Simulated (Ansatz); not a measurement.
## Structure types of Zn compared at 120 GPa

Structure types of Zn are relaxed in primitive cells with their symmetry kept at 120 GPa, first on PAW files, then by LAPW. The enthalpy is E + pV at zero temperature, without zero-point motion. Only the types listed were tried, and differences under about 5 meV/atom are mesh noise.

Level of theory: DFT with PBE, scalar-relativistic, in Ansatz 0.2.0; Fermi–Dirac smearing of 0.1 eV, no spin polarisation. LAPW: all electrons, basis error target 0.5 meV/atom; PAW: frozen-core files, cutoff 420 eV.

k meshes: fcc 20×20×20, bcc 20×20×20, hcp 19×19×10, diamond 15×15×15, omega 10×10×13, sc 18×18×18.

```csv
start type,ends as,"a, b, c (Å)",V (Å³/atom),"H − H(lowest), LAPW (meV/atom)"
fcc,"fcc, Fm-3m","3.335, 3.335, 3.335",9.27,?
bcc,"bcc, Im-3m","2.650, 2.650, 2.650",9.31,174.7
hcp,"hcp, P6_3/mmc","2.367, 2.367, 3.812",9.25,0.0
diamond,"diamond, Fd-3m","4.570, 4.570, 4.570",11.93,3497.5
omega,"omega, P6/mmm","3.771, 3.771, 2.288",9.39,?
sc,"sc, Pm-3m","2.166, 2.166, 2.166",10.17,1282.9
```

Problem. Fill in "H − H(lowest), LAPW (meV/atom)" for the row "fcc".

Solution. 65.3.

Problem. Fill in "H − H(lowest), LAPW (meV/atom)" for the row "omega".

Solution. 264.0.

Problem. Split the lead of hcp over fcc into energy and pV.

Solution. For fcc less hcp: ΔE = +47.3 meV/atom, and p·ΔV = 120 GPa × +0.0241 Å³ × 6.242 meV/(GPa·Å³) = +18.1 meV/atom, together 65.4 meV/atom. hcp wins on both counts.
